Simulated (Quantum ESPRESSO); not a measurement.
BN:

```xyz
2
Lattice="0.0000 1.8130 1.8130 1.8130 0.0000 1.8130 1.8130 1.8130 0.0000" Properties=species:S:1:pos:R:3 pbc="T T T"
N     0.9065    0.9065    0.9065
B     0.0000    0.0000    0.0000
```

The cell is a database's computed one.

```yaml
Program: Quantum ESPRESSO 7.5
Task: relaxation of cell and atoms
Functional: PBEsol
Dispersion: D3(BJ)
Potentials_or_basis: PseudoDojo 0.4.1 SR PBE standard
Cutoff: 1143 eV
Density_cutoff: 4572 eV
k_mesh: 13 × 13 × 13
Occupations: fermi-dirac, width 0.05 eV
Spin: no spin polarisation
```

At the start: pressure -8.4 GPa; volume 5.96 Å³/atom.

Task: Where does the relaxation end?

Result: Over 4 steps the energy falls by 3.5 meV/atom and the volume is 5.82 Å³/atom (-2.3 %); space group F-43m (No. 216, to 0.05 Å).

Step by step:
```
step  energy change (eV)  largest force (eV/Å)  pressure (GPa)  volume (Å³)
   1              0.0000                0.0000           -8.39        11.92
   2             -0.0026                0.0000           -6.69        11.86
   3             -0.0058                0.0000           -3.57        11.76
   4             -0.0070                0.0000            0.41        11.64
```

Final structure:
```
CELL_PARAMETERS angstrom
2.54401 0.00000 0.00000
1.27201 2.20318 0.00000
1.27201 0.73439 2.07718
ATOMIC_POSITIONS crystal
N 0.25000 0.25000 0.25000
B 0.00000 0.00000 0.00000
```

Caveat: the potentials were made for another functional, which shifts forces and pressure.
